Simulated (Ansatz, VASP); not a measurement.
**Two plane-wave programs on Cu**

```
Cu
1.0
     2.53050    0.00000    0.00000
    -1.26525    2.19148    0.00000
     0.00000    0.00000    4.12986
Cu
2
Direct
  0.33333 0.66667 0.25000
  0.66667 0.33333 0.75000
```

Alike in both runs: functional r2SCAN; k mesh 18 × 18 × 10; occupations gaussian, width 0.1 eV; no spin polarisation.

Ansatz relaxed the structure, and its values are those at the end. VASP's run is a single point on that final structure, the one shown.

```csv
,VASP,Ansatz
version,VASP 6.6.1,Ansatz 0.2.0
potentials or method,"VASP PAW PBE potentials, release 64 (Cu)","scalar-relativistic, plane waves, PAW"
plane-wave cutoff (eV),520,500
valence electrons in the cell,22,38
```

|  | VASP | Ansatz | Ansatz less VASP |
| --- | --- | --- | --- |
| gap on the k mesh at the Fermi level (eV) | none | none | - |
| pressure (GPa) | 0.8 | 0.0 | -0.79 |

A gap of «none» marks a metal or a gap that the smearing closes. The functional is the same, so the differences come from potentials, cutoffs and numerics. The two sets of potentials don't hold the same shells in valence.

Caveats: the PAW data sets were made with another functional, which shifts forces and pressure a little (VASP).
